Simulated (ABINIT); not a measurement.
## A GW chain in ABINIT: CdS (Hawleyite)

Wanted: ground state, empty states, screening and self-energy for CdS (Hawleyite).

Calculated with ABINIT 10.8.3; LDA and many-body steps on it, plane waves.

**The experiments to reproduce.**

- Gap 2.42 eV: optical gap from inflexion point of photoacoustic spectrum, as-grown film; photoacoustic spectroscopy; film (as-grown chemical bath deposited film, about 0.25 um thick, deposited at 80 C) (“Study of the band--gap shift in CdS films: Influence of thermal annealing in different atmospheres”, 1995, arxiv:cond-mat/9501125).

This is a report of a sequence of runs, with most program output left out.

### 1. The starting structure

The structure is cubic, space group F-43m (No. 216). The conventional cell has a = 5.833 Å, b = 5.833 Å, c = 5.833 Å, α = 90.00°, β = 90.00°, γ = 90.00°. Cd has 4 S at 2.53 Å nearest. Nearest to S lie 4 Cd at 2.53 Å. Farther neighbours and most contacts between anions are not listed.

The cell and positions come from the Crystallography Open Database and are kept as given unless a step says otherwise.

### 2. Ground state

This step: ABINIT 10.8.3; DFT, LDA, plane waves, norm-conserving pseudopotentials.

The ground-state density comes first.

File run.abi:

```
acell 3*1.0 Angstrom
rprim 
  -0.000000000000 2.916500000000 2.916500000000
  2.916500000000 -0.000000000000 2.916500000000
  2.916500000000 2.916500000000 -0.000000000000
ntypat 2
znucl 48 16
natom 2
typat 1 2
xred 
  0.000000000000 0.000000000000 0.000000000000
  0.250000000000 0.250000000000 0.250000000000
pp_dirpath "pseudos"
pseudos "Cd.upf, S.upf"
ecut 47
ngkpt 6 6 6
nshiftk 1
shiftk 0 0 0
kptopt 1
chksymbreak 0
nband 18
occopt 1
tolvrs 1e-10
nstep 60
prtwf 0
optforces 0
optstress 0
indata_prefix "in"
outdata_prefix "out"
tmpdata_prefix "tmp"
```

The run is started by

```sh
$ OMP_NUM_THREADS=1 mpirun -n 4 abinit run.abi > log
```

Run time: 22 s. Hardware: 4 MPI ranks of Arm Neoverse V1, shared host; peak memory 0.37 GiB.

Numbers from this step:

- total energy: -5071.8930 eV
- gap: 0.8602 eV
- k of the valence top: 0, 0, 0
- k of the conduction bottom: 0, 0, 0
- least direct gap: 0.8602 eV

The gap is direct, at Γ.

### 3. Bands along the symmetry lines

The cheap functional maps the bands first; the places of the edges decide which points the dearer methods must see.

File run.abi:

```
acell 3*1.0 Angstrom
rprim 
  -0.000000000000 2.916500000000 2.916500000000
  2.916500000000 -0.000000000000 2.916500000000
  2.916500000000 2.916500000000 -0.000000000000
ntypat 2
znucl 48 16
natom 2
typat 1 2
xred 
  0.000000000000 0.000000000000 0.000000000000
  0.250000000000 0.250000000000 0.250000000000
pp_dirpath "pseudos"
pseudos "Cd.upf, S.upf"
ecut 47
iscf -2
irdden 1
kptopt 0
nkpt 50
kpt 
  0.00000000 0.00000000 0.00000000
  -0.06250000 -0.06250000 0.00000000
  -0.12500000 -0.12500000 0.00000000
  -0.18750000 -0.18750000 0.00000000
  -0.25000000 -0.25000000 0.00000000
  -0.31250000 -0.31250000 0.00000000
  -0.37500000 -0.37500000 0.00000000
  -0.43750000 -0.43750000 0.00000000
  -0.50000000 -0.50000000 0.00000000
  -0.48437500 -0.48437500 0.03125000
  -0.46875000 -0.46875000 0.06250000
  -0.45312500 -0.45312500 0.09375000
  -0.43750000 -0.43750000 0.12500000
  -0.42187500 -0.42187500 0.15625000
  -0.40625000 -0.40625000 0.18750000
  -0.39062500 -0.39062500 0.21875000
  -0.37500000 -0.37500000 0.25000000
  -0.37500000 0.00000000 0.37500000
  -0.32812500 0.00000000 0.32812500
  -0.28125000 0.00000000 0.28125000
  -0.23437500 0.00000000 0.23437500
  -0.18750000 0.00000000 0.18750000
  -0.14062500 0.00000000 0.14062500
  -0.09375000 0.00000000 0.09375000
  -0.04687500 0.00000000 0.04687500
  0.00000000 0.00000000 0.00000000
  0.00000000 0.00000000 0.06250000
  0.00000000 0.00000000 0.12500000
  0.00000000 0.00000000 0.18750000
  0.00000000 0.00000000 0.25000000
  0.00000000 0.00000000 0.31250000
  0.00000000 0.00000000 0.37500000
  0.00000000 0.00000000 0.43750000
  0.00000000 0.00000000 0.50000000
  -0.06250000 -0.03125000 0.46875000
  -0.12500000 -0.06250000 0.43750000
  -0.18750000 -0.09375000 0.40625000
  -0.25000000 -0.12500000 0.37500000
  -0.31250000 -0.15625000 0.34375000
  -0.37500000 -0.18750000 0.31250000
  -0.43750000 -0.21875000 0.28125000
  -0.50000000 -0.25000000 0.25000000
  -0.50000000 -0.28125000 0.21875000
  -0.50000000 -0.31250000 0.18750000
  -0.50000000 -0.34375000 0.15625000
  -0.50000000 -0.37500000 0.12500000
  -0.50000000 -0.40625000 0.09375000
  -0.50000000 -0.43750000 0.06250000
  -0.50000000 -0.46875000 0.03125000
  -0.50000000 -0.50000000 0.00000000
istwfk *1
nband 23
nbdbuf 5
tolwfr 1e-07
nstep 50
prtwf 0
prtvol 0
indata_prefix "in"
outdata_prefix "out"
tmpdata_prefix "tmp"
```

Run time: 31 s. Hardware: 4 MPI ranks; peak memory 0.37 GiB.

This step gave:

```yaml
gap: 0.8602 eV
k_of_the_valence_top: 0, 0, 0
k_of_the_conduction_bottom: 0, 0, 0
least_direct_gap: 0.8602 eV
```

The gap is 0.860 eV, as in the run before at this level.

The electronic bands at the labelled points (eV, zero at the top of the highest filled band):

| point | band 10 | band 11 | band 12 | band 13 | band 14 | band 15 | band 16 | band 17 |
| --- | --- | --- | --- | --- | --- | --- | --- | --- |
| Γ | -7.27 | 0.00 | 0.00 | 0.00 | 0.86 | 6.34 | 6.34 | 6.34 |
| halfway | -7.22 | -2.40 | -1.05 | -1.05 | 3.38 | 4.60 | 7.92 | 7.92 |
| X | -6.82 | -4.06 | -1.92 | -1.92 | 3.31 | 4.15 | 8.92 | 10.53 |
| halfway | -6.76 | -4.05 | -2.20 | -1.83 | 3.61 | 4.46 | 8.67 | 9.82 |
| U | -6.68 | -4.05 | -2.60 | -1.56 | 4.01 | 5.26 | 8.22 | 8.84 |
| jump to K | -6.68 | -4.05 | -2.60 | -1.56 | 4.01 | 5.26 | 8.22 | 8.84 |
| halfway | -7.21 | -2.85 | -1.41 | -0.44 | 3.39 | 5.88 | 6.54 | 7.09 |
| Γ | -7.27 | 0.00 | 0.00 | 0.00 | 0.86 | 6.34 | 6.34 | 6.34 |
| halfway | -7.26 | -2.58 | -0.41 | -0.41 | 2.54 | 6.05 | 6.85 | 6.85 |
| L | -6.89 | -4.52 | -0.77 | -0.77 | 2.76 | 6.82 | 6.82 | 7.21 |
| halfway | -6.77 | -4.23 | -1.99 | -1.25 | 4.17 | 5.60 | 7.00 | 8.15 |
| W | -6.63 | -4.01 | -2.33 | -2.24 | 5.23 | 5.25 | 6.99 | 7.79 |
| halfway | -6.72 | -4.04 | -2.14 | -2.08 | 4.04 | 4.64 | 8.41 | 8.73 |
| X | -6.82 | -4.06 | -1.92 | -1.92 | 3.31 | 4.15 | 8.92 | 10.53 |

### 4. Empty states on the mesh, 4×4×4 mesh, 313 bands

The sums over transitions need many empty states on a uniform mesh; this step solves for them.

File run.abi:

```
acell 3*1.0 Angstrom
rprim 
  -0.000000000000 2.916500000000 2.916500000000
  2.916500000000 -0.000000000000 2.916500000000
  2.916500000000 2.916500000000 -0.000000000000
ntypat 2
znucl 48 16
natom 2
typat 1 2
xred 
  0.000000000000 0.000000000000 0.000000000000
  0.250000000000 0.250000000000 0.250000000000
pp_dirpath "pseudos"
pseudos "Cd.upf, S.upf"
ecut 47
ngkpt 4 4 4
nshiftk 1
shiftk 0 0 0
kptopt 1
chksymbreak 0
iscf -2
irdden 1
istwfk *1
nband 313
nbdbuf 28
tolwfr 1e-09
nstep 60
prtvol 0
indata_prefix "in"
outdata_prefix "out"
tmpdata_prefix "tmp"
```

Wall time 4.1 min (4 MPI ranks); peak memory 0.56 GiB.

This step gave:

| Property | Result |
| --- | --- |
| gap | 0.8602 eV |
| k of the valence top | 0, 0, 0 |
| k of the conduction bottom | 0, 0, 0 |
| least direct gap | 0.8602 eV |
| k points computed | 8 |
| lowest point of the top converged band, above the valence top | 168.2319 eV |

On this mesh the gap is 0.860 eV.

### 5. Screening, 4×4×4 mesh, 285 bands, screening to 244.9 eV

The RPA dielectric matrix is built and inverted for each q.

This step: RPA screening on LDA, plane waves, norm-conserving pseudopotentials.

run.abi, as its differences from that of step 4:

```diff
@@ -20,10 +20,11 @@
 chksymbreak 0
-iscf -2
-irdden 1
 istwfk *1
-nband 313
-nbdbuf 28
-tolwfr 1e-09
-nstep 60
-prtvol 0
+occopt 1
+irdwfk 1
+optdriver 3
+nband 285
+ecuteps 9
+inclvkb 2
+awtr 1
+symchi 1
 indata_prefix "in"
```

Wall time 3.4 min (4 MPI ranks); peak memory 2.5 GiB.

This step gave:

* ε∞ with local fields, on this mesh, along the program's q direction: 18.50
* the same without local fields: 19.36
* plasma frequency: 26.88 eV
* plane waves in the screening matrix: 411

Local fields lower ε∞ by 4 %. On a Γ-centred mesh this coarse the value itself is usually too large, while a short band sum pulls it down.

### 6. Self-energy, 4×4×4 mesh, 285 bands, screening to 244.9 eV

The self-energy is evaluated for the states that the input lists, and the levels follow from it, in one-shot runs by the linearised quasiparticle equation.

This step: G0W0 on LDA, plane waves, norm-conserving pseudopotentials.

run.abi, as its differences from that of step 5:

```diff
@@ -23,8 +23,29 @@
 irdwfk 1
-optdriver 3
+optdriver 4
 nband 285
+gwcalctyp 0
+ecutsigx 47
+symsigma 1
+nkptgw 8
+kptgw 
+  0.0000000000 0.0000000000 0.0000000000
+  0.2500000000 0.0000000000 0.0000000000
+  0.5000000000 0.0000000000 0.0000000000
+  0.2500000000 0.2500000000 0.0000000000
+  0.5000000000 0.2500000000 0.0000000000
+  -0.2500000000 0.2500000000 0.0000000000
+  0.5000000000 0.5000000000 0.0000000000
+  -0.2500000000 0.5000000000 0.2500000000
+bdgw 
+  6 23
+  6 23
+  6 23
+  6 23
+  6 23
+  6 23
+  6 23
+  6 23
 ecuteps 9
-inclvkb 2
-awtr 1
-symchi 1
+irdscr 1
+ppmodel 1
 indata_prefix "in"
```

Wall time 27 min (4 MPI ranks); peak memory 2.9 GiB; 1.8 h of CPU time.

This step gave:

| Property | Result |
| --- | --- |
| G0W0 gap on the mesh | 2.13 eV |
| starting gap on the mesh | 0.8602 eV |
| k of the valence top | 0, 0, 0 |
| k of the conduction bottom | 0, 0, 0 |
| Z at the valence top | 0.776 |
| Z at the conduction bottom | 0.807 |
| least direct G0W0 gap on the computed points | 2.13 eV |

The gap on the mesh goes from 0.86 eV to 2.13 eV, a correction of +1.27 eV.

Limits: finite bands, cutoff and mesh; no spin-orbit coupling; coarse k mesh. v1 is the top filled band, c1 the lowest empty one. Levels before and after the correction, in eV, zero at the valence-band top of each column:

```
           conduction bottom  valence top
Kohn-Sham               0.86         0.00
     G0W0               2.13         0.00
```

|  | level | energy (eV) |
| --- | --- | --- |
| Kohn-Sham | Γ v4 | -7.267 |
| Kohn-Sham | Γ v3-v1 | 0.000 |
| Kohn-Sham | Γ c1 | 0.860 |
| Kohn-Sham | Γ c2-c4 | 6.335 |
| G0W0 | Γ v4 | -7.655 |
| G0W0 | Γ v3-v1 | 0.000 |
| G0W0 | Γ c1 | 2.130 |
| G0W0 | Γ c2-c4 | 7.832 |

### 7. Where the time went

Times are wall times on 4 MPI ranks of Arm Neoverse V1, shared host, good to a factor of about two.

```
                          step     time  share  memory (GiB)
                  ground state     22 s    1 %          0.37
bands along the symmetry lines     31 s    1 %          0.37
      empty states on the mesh  4.1 min   11 %          0.56
                     screening  3.4 min   10 %           2.5
                   self-energy   27 min   77 %           2.9
```

### 8. What came out

```yaml
lda_gap: 0.86 eV, direct
g0w0_gap_on_the_mesh: 2.13 eV
gw_settings: 4×4×4 mesh, 285 bands, screening to 244.9 eV, Godby-Needs plasmon pole
known_limits: not at the basis limit; no spin-orbit coupling; coarse k mesh
```

In words: G0W0 moves the gap on the mesh from 0.86 eV to 2.13 eV (+1.27 eV), with Z of 0.78 and 0.81 at the edges. Local fields lower the RPA ε∞ on this mesh from 19.36 to 18.50; a Γ-centred mesh this coarse tends to raise both, most where the direct gap is narrow, while a short band sum lowers them. The dearest step here is «self-energy». Against experiment, by G0W0@LDA: the gap of 2.13 eV lies −0.29 eV from the measured 2.42 eV (optical, 1995). An exciton line or allowed optical edge lies below the quasiparticle gap by the binding energy; a forbidden edge can push the onset above it. The calculation has static nuclei and no excitons; a measured gap holds zero-point and thermal motion, which mostly lowers it. Bands and cutoff are finite, so the gap is not at the basis limit. The miss can reach some tenths of an eV and take either sign; the mesh is an error of its own. The 4×4×4 mesh is coarse for this cell, which bears on the long-range parts of exchange and screening. The many-body steps are scalar-relativistic: spin-orbit coupling is not in them.

[Paths, hosts, dates, memory and timing lines, banners, echoed tables and standing remarks are left out of the program output.]

[Logs are printed without paths, hosts, clocks, repeated set-up lines and the standing remarks that a program may print on its own settings, such as how far it seeks lower states.]

[Runs of the session that timed out or met a known fault of the program may be left out.]

[Hosts, paths, dates, database ids (printed as entryN), source tags and the programs' standing remarks are cut or masked in the printed files.]

[G0W0 gaps are taken among the corrected bands and points alone; a level outside them can change the order at an edge.]

[Where Ansatz stands beside ABINIT at settings called matched, ABINIT's density can come from a denser mesh and the files from another edition; pairs whose starting gaps differed by over 0.03 eV were left out, so agreement reads better than it is.]
